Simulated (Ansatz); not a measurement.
# Ti (Im-3m) in Ansatz: convergence with cutoff

Aim: find how far cutoff must go before the results for Ti settle, at PBE. This setting moves, with any that are tied to it; all else stays.

All numbers are computed with Ansatz 0.2.0; they aren't measurements. Logs are shortened: lines on timing, memory, paths and dates and some standing lists are left out, and cuts for length are marked.

**1. Starting point**

Symmetry: Im-3m, No. 229, cubic system. Conventional cell: a = 3.282 Å, b = 3.282 Å, c = 3.282 Å, α = 90.00°, β = 90.00°, γ = 90.00°. Ti (site symmetry m-3m) is surrounded by 8 Ti at 2.84 Å.

This isn't the form of Ti at room conditions, which is hcp.

**2. With cutoff 80 eV**

input.yaml reads:

```yaml
crystal:
  lattice:
    - [-1.641, 1.641, 1.641]
    - [1.641, -1.641, 1.641]
    - [1.641, 1.641, -1.641]
  atoms:
    - { symbol: Ti, position: [0.0, 0.0, 0.0] }
kpoints:
  mp_grid: { grid: [11, 11, 11] }
scf:
  occupations: { method: fermi_dirac, width: 0.05 }
hamiltonian:
  xc: pbe
  pseudopotentials: { kind: all_electron, lapw: { basis_error: 0.001 } }
output:
  forces: true
  stress: true
  eigenvalues: true
basis:
  ecutwfc: 80
```

Potentials or basis: all-electron LAPW, scalar-relativistic.

On the command line:

```bash
ansatz run input.yaml --threads 1 --pin off --max-ram 3072MiB --backend cpu --events-out ev --progress --plain --runs-dir out
```

Output:

```text
Warning: RAYON_NUM_THREADS=1 ignored (pool sized by the plan → 1); use --threads N
LAPW: plane waves up to 4.582 Å⁻¹, error target 1.0e-3 eV per atom; small_component_spin mean_spin; the cutoff is typed (target and bands ask for 227.5 eV, largest radius times wave number 6.5, largest estimated error of a free atom 4.7e-1 eV); Ti in spheres of 1.421 Å, 12 of its electrons in bands, Dirac shells [] (how accurate: hamiltonian.pseudopotentials.lapw.basis_error, Limitations)
Engine: ansatz 0.2.0, x86_64-unknown-linux-gnu
Pseudopotentials: kind: all_electron
Pseudopotential: Ti, LAPW, valence charge 12, lapw/all_electron/scalar/gaussian/Ti, Koelling and Harmon's equation, gaussian nucleus
Functional definition: PBE
  parameter kappa = 0.804
  parameter beta = 0.06672455060314922
  exchange = pbe_x(kappa = kappa, mu = beta*pi^2/3)
  correlation = pbe_c(beta = beta)
Crystal: 1 atoms, lattice volume = 17.676 Å³
Basis set: ecut = 79.99999999999999 eV, 19 PW (Γ), exchange–correlation at level 2
Bands: 10, of which v1, the nominal top of the filled ones, is band 6 counted from 1 (5 counted from 0)
Symmetry: 48 space group operations
Space group: Im-3m (ITA 229), of the structure as read, at distance tolerance 2.6e-5 Å
k-points: 56 of 1331
Non-local potential: Ti, projectors of the file, none
Initial density: superposition of atomic densities (chi_scale 0.1, normalization cell)
Initial wavefunctions: plane waves of lowest kinetic energy (no species holds an atomic orbital)
Functional: x = pbe(κ = 0.804, μ = 0.2195149727645171), c = pbe(β = 0.06672455060314922)
iter 1 solved again at ethr=6.99e-4 eV; its pass at ethr=1.00e-1 eV (dr2=8.39e-2 eV) is discarded
SCF iter   1: F=—  HF=-23233.276020 eV  |F-HF|=—  |Δ(HF+E_count)|=         —  Δρ=2.44e-2  dr2=8.40e-2  ethr=6.99e-4  ⟨swp⟩=2.1  Hψ=3941  notcnv=0
preconditioner: auto → none  [metal: Δε(μ)=0.040 eV  Ē_g=4.433 eV  σ=0.050 eV  W_gap=0.19  n_scr=0 (ndim 8)  ℏωp=17.7 eV  f_vac=0.000  D(μ)=2.73/eV (n_scr^D=42)]
iter 2 solved again at ethr=2.08e-6 eV; its pass at ethr=6.99e-4 eV (dr2=2.49e-4 eV) is discarded
SCF iter   2: F=—  HF=-23233.125973 eV  |F-HF|=—  |Δ(HF+E_count)|=   1.50e-1  Δρ=1.35e-3  dr2=2.48e-4  ethr=2.08e-6  ⟨swp⟩=2.5  Hψ=3051  notcnv=0
SCF iter   3: F=—  HF=-23233.104783 eV  |F-HF|=—  |Δ(HF+E_count)|=   2.12e-2  Δρ=3.19e-3  dr2=1.36e-3  ethr=2.06e-6  ⟨swp⟩=3.0  Hψ=1968  notcnv=0
SCF iter   4: F=—  HF=-23233.104741 eV  |F-HF|=—  |Δ(HF+E_count)|=   4.20e-5  Δρ=2.11e-4  dr2=4.92e-6  ethr=2.06e-6  ⟨swp⟩=2.0  Hψ=1648  notcnv=0
SCF iter   5: F=—  HF=-23233.104742 eV  |F-HF|=—  |Δ(HF+E_count)|=   1.50e-6  Δρ=4.05e-5  dr2=2.22e-7  ethr=4.10e-8  ⟨swp⟩=2.2  Hψ=1659  notcnv=0
SCF iter   6: F=-23233.104742 eV  HF=-23233.104742 eV  |F-HF|=1.53e-8  |Δ(HF+E_count)|=   6.30e-7  Δρ=4.08e-6  dr2=2.07e-9  ethr=1.85e-9  ⟨swp⟩=2.0  Hψ=1648  notcnv=0
SCF 1 converged in 6 iterations: F = -23233.104742 eV  dr2 = 2.07e-9
the basis misses lapw.basis_error, or isn't shown to meet it; the report's basis errors tell why
SCF converged after 6 iterations
Free energy (F): -23233.104742 eV
Harris-Foulkes:  -23233.104742 eV  (|F-HF|=1.53e-8)
Internal energy: -23233.081748 eV  (E = F + TS)
E sigma→0 (E₀):  -23233.093245 eV
Entropy (-TS):   -0.022994 eV (-22.994 meV/atom)
Fermi energy:    13.276248 eV
--- Per-component energies (eV) ---
  E_band       = -155.394359
  E_kinetic    = 23457.059300
  E_xc         = -1147.881605
  E_electrostatic = -45542.259442  (all electrons and nuclei)
  E_smearing   = -0.022994  (= −TS)
  E_closure    = 0.000000  (closes the sum)
  E_atoms      = -23226.621050  (free atoms, spherical and without spin; not in F)
  Σ components = -23233.104742   (vs F -23233.104742, Δ=0.00e0)
  Basis errors (estimates in eV, not in F): energy 1.2e-1 per atom: plane waves 1.2e-1 (9.3e-2 summed), levels above the bands 6.7e-70, relativity 1.1e-8, radial functions 1.2e-5, core shells 4.1e-8; eigenvalues (radial functions only) 1.1e-6; not estimated: angular momenta, meshes, grids; target (lapw.basis_error) 1.0e-3, missed at the typed basis.ecutwfc; muffin-tin radii Ti 1.421 Å
--- Forces (eV/Å), atoms counted from 1 ---
  atom   1  Ti    -0.00000000    -0.00000000    -0.00000000
  max |Σ_I F_I| component: 1.81e-31 eV/Å
--- Stress (GPa, compression-positive) ---
       -1.038389       0.000000      -0.000000
        0.000000      -1.038389      -0.000000
       -0.000000      -0.000000      -1.038389
  P = ⅓ Tr σ = -1.0384 GPa (-10.384 kbar)
--- Band table (eV; the first three rows and the last of 56) ---
  k-point 0: bands = ["-43.2815", "-19.1612", "-19.1612", "-19.1612", "7.3706", "14.3001", "14.3001", "14.3001", "16.0581", "16.0581"]
  k-point 1: bands = ["-43.2720", "-19.2180", "-19.1799", "-19.1620", "7.6464", "14.1673", "14.2344", "14.4699", "15.8984", "16.0348"]
  k-point 2: bands = ["-43.2461", "-19.3593", "-19.2243", "-19.1675", "8.4212", "13.8398", "14.0066", "15.0282", "15.6948", "16.0297"]
  k-point 55: bands = ["-43.0762", "-19.6105", "-19.6007", "-19.6007", "11.2776", "11.2895", "16.8436", "16.8436", "17.0339", "20.9348"]
```

Run time: 5 s. Hardware: 1 thread of Intel Xeon at 2.50GHz (Skylake/Cascade Lake), shared host; peak memory 0.23 GiB.

Results:

| Quantity | Value |
| --- | --- |
| Free energy | -23233.1047 eV |
| Pressure | -1.0 GPa |
| Band gap on the k mesh | none (metal or under the smearing width) |

**3. With cutoff 110 eV**

Edit input.yaml of step 2 so:

```diff
@@ -19,2 +19,2 @@
 basis:
-  ecutwfc: 80
+  ecutwfc: 110
```

Potentials or basis: all-electron LAPW, scalar-relativistic.

On the command line:

```bash
ansatz run input.yaml --threads 1 --pin off --max-ram 3072MiB --backend cpu --events-out ev --progress --plain --runs-dir out
```

Run time: 6.2 s. Hardware: 1 thread of Intel Xeon at 2.50GHz (Skylake/Cascade Lake), shared host; peak memory 0.23 GiB.

What came out:

* Free energy: -23233.2049 eV
* Pressure: -2.3 GPa
* Band gap on the k mesh: none (metal or under the smearing width)

**4. With cutoff 140 eV**

Edit input.yaml of step 3 so:

```diff
@@ -19,2 +19,2 @@
 basis:
-  ecutwfc: 110
+  ecutwfc: 140
```

On the command line:

```bash
ansatz run input.yaml --threads 1 --pin off --max-ram 3072MiB --backend cpu --events-out ev --progress --plain --runs-dir out
```

Run time: 6.7 s. Hardware: 1 thread of Intel Xeon at 2.50GHz (Skylake/Cascade Lake), shared host; peak memory 0.23 GiB.

Results:

```
Free energy            : -23233.2204 eV
Pressure               : -2.5 GPa
Band gap on the k mesh : none (metal or under the smearing width)
```

**5. With cutoff 180 eV**

Edit input.yaml of step 4 so:

```diff
@@ -19,2 +19,2 @@
 basis:
-  ecutwfc: 140
+  ecutwfc: 180
```

On the command line:

```bash
ansatz run input.yaml --threads 1 --pin off --max-ram 3072MiB --backend cpu --events-out ev --progress --plain --runs-dir out
```

It took 8.4 s on 1 thread of Intel Xeon at 2.50GHz (Skylake/Cascade Lake), shared host; peak memory 0.24 GiB.

What came out:

```yaml
Free_energy: -23233.2241 eV
Pressure: -2.5 GPa
Band_gap_on_the_k_mesh: none (metal or under the smearing width)
```

**6. With cutoff 230 eV**

Edit input.yaml of step 5 so:

```diff
@@ -19,2 +19,2 @@
 basis:
-  ecutwfc: 180
+  ecutwfc: 230
```

Potentials or basis: all-electron LAPW, scalar-relativistic.

On the command line:

```bash
ansatz run input.yaml --threads 1 --pin off --max-ram 3072MiB --backend cpu --events-out ev --progress --plain --runs-dir out
```

Run time: 7.3 s. Hardware: 1 thread of Intel Xeon at 2.50GHz (Skylake/Cascade Lake), shared host; peak memory 0.24 GiB.

Results:

| Quantity | Value |
| --- | --- |
| Free energy | -23233.2247 eV |
| Pressure | -2.5 GPa |
| Band gap on the k mesh | none (metal or under the smearing width) |

**7. With cutoff 290 eV**

Edit input.yaml of step 6 so:

```diff
@@ -19,2 +19,2 @@
 basis:
-  ecutwfc: 230
+  ecutwfc: 290
```

On the command line:

```bash
ansatz run input.yaml --threads 1 --pin off --max-ram 3072MiB --backend cpu --events-out ev --progress --plain --runs-dir out
```

Wall time 9.4 s (1 thread of Intel Xeon at 2.50GHz (Skylake/Cascade Lake), shared host); peak memory 0.27 GiB.

Results:

| Quantity | Value |
| --- | --- |
| Free energy | -23233.2248 eV |
| Pressure | -2.5 GPa |
| Band gap on the k mesh | none (metal or under the smearing width) |

**8. With cutoff 360 eV**

Edit input.yaml of step 7 so:

```diff
@@ -19,2 +19,2 @@
 basis:
-  ecutwfc: 290
+  ecutwfc: 360
```

On the command line:

```bash
ansatz run input.yaml --threads 1 --pin off --max-ram 3072MiB --backend cpu --events-out ev --progress --plain --runs-dir out
```

It took 11 s on 1 thread of Intel Xeon at 2.50GHz (Skylake/Cascade Lake), shared host; peak memory 0.28 GiB.

Results:

- Free energy: -23233.2248 eV
- Pressure: -2.5 GPa
- Band gap on the k mesh: none (metal or under the smearing width)

**9. With cutoff 450 eV**

Edit input.yaml of step 8 so:

```diff
@@ -19,2 +19,2 @@
 basis:
-  ecutwfc: 360
+  ecutwfc: 450
```

Potentials or basis: all-electron LAPW, scalar-relativistic.

On the command line:

```bash
ansatz run input.yaml --threads 1 --pin off --max-ram 3072MiB --backend cpu --events-out ev --progress --plain --runs-dir out
```

Run time: 16 s. Hardware: 1 thread of Intel Xeon at 2.50GHz (Skylake/Cascade Lake), shared host; peak memory 0.33 GiB.

Results (log left out):

```yaml
Free_energy: -23233.2248 eV
Pressure: -2.5 GPa
Band_gap_on_the_k_mesh: none (metal or under the smearing width)
```

**10. With cutoff 560 eV**

Edit input.yaml of step 9 so:

```diff
@@ -19,2 +19,2 @@
 basis:
-  ecutwfc: 450
+  ecutwfc: 560
```

On the command line:

```bash
ansatz run input.yaml --threads 1 --pin off --max-ram 3072MiB --backend cpu --events-out ev --progress --plain --runs-dir out
```

Run time: 23 s. Hardware: 1 thread of Intel Xeon at 2.50GHz (Skylake/Cascade Lake), shared host; peak memory 0.41 GiB.

The run converged. Its results:

* Free energy: -23233.2248 eV
* Pressure: -2.5 GPa
* Band gap on the k mesh: none (metal or under the smearing width)

**11. Result**

```csv
cutoff,"energy less the tightest run, at zero smearing (meV/atom)",pressure (GPa),SCF cycles,CPU time (s),peak memory (GiB)
80 eV,120.18,-1.04,6,4.2,0.23
110 eV,19.88,-2.31,6,4.8,0.23
140 eV,4.37,-2.47,6,5.3,0.23
180 eV,0.65,-2.51,6,5.9,0.24
230 eV,0.03,-2.51,6,6.4,0.24
290 eV,-0.01,-2.51,6,8.3,0.27
360 eV,0.00,-2.51,6,9.9,0.28
450 eV,0.00,-2.51,6,15,0.33
560 eV,0.00,-2.51,6,20,0.41
```

Against the tightest run, the energy stays within 1 meV/atom from 180 eV on; the pressure stays within 0.1 GPa from 140 eV on. The tightest run that finished is the yardstick and may itself not be fully converged.
